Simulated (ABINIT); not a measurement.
An input for ABINIT 10.8.3 (GaAs (F-43m)):

```
acell 3*1.0 Angstrom
rprim 
  0.000000000000 2.826850000000 2.826850000000
  2.826850000000 0.000000000000 2.826850000000
  2.826850000000 2.826850000000 -0.000000000000
ntypat 2
znucl 31 33
natom 2
typat 1 2
xred 
  0.000000000000 0.000000000000 0.000000000000
  0.250000000000 0.250000000000 0.250000000000
pp_dirpath "pseudos"
pseudos "Ga.upf, As.upf"
ecut 45
ngkpt 4 4 4
nshiftk 1
shiftk 0 0 0
kptopt 1
chksymbreak 0
istwfk *1
occopt 1
irdwfk 1
optdriver 4
nband 95
gwcalctyp 27
ecutsigx 45
symsigma 0
nkptgw 8
kptgw 
  0.0000000000 0.0000000000 0.0000000000
  0.2500000000 0.0000000000 0.0000000000
  0.5000000000 0.0000000000 0.0000000000
  0.2500000000 0.2500000000 0.0000000000
  0.5000000000 0.2500000000 0.0000000000
  -0.2500000000 0.2500000000 0.0000000000
  0.5000000000 0.5000000000 0.0000000000
  -0.2500000000 0.5000000000 0.2500000000
bdgw 
  20 32
  20 32
  20 32
  20 32
  20 32
  20 32
  20 32
  20 32
ecuteps 5
irdscr 1
irdqps 1
rhoqpmix 0.3
indata_prefix "in"
outdata_prefix "out"
tmpdata_prefix "tmp"
```

```sh
OMP_NUM_THREADS=1 mpirun -n 4 abinit run.abi > log
```

Question: Estimate wall time and host memory on 4 MPI ranks of Intel Xeon Platinum 8488C (Sapphire Rapids), shared host.

It took 79 s; on shared hardware allow 40 s to 2.6 min. Peak host memory was 1.4 GiB.

[Paths, hosts, dates, memory and timing lines, banners, echoed tables and standing remarks are left out of the program output.]

[Logs are printed without paths, hosts, clocks, repeated set-up lines and the standing remarks that a program may print on its own settings, such as how far it seeks lower states.]

[Runs of the session that timed out or met a known fault of the program may be left out.]

[Hosts, paths, dates, database ids (printed as entryN), source tags and the programs' standing remarks are cut or masked in the printed files.]

[G0W0 gaps are taken among the corrected bands and points alone; a level outside them can change the order at an edge.]

[Where Ansatz stands beside ABINIT at settings called matched, ABINIT's density can come from a denser mesh and the files from another edition; pairs whose starting gaps differed by over 0.03 eV were left out, so agreement reads better than it is.]
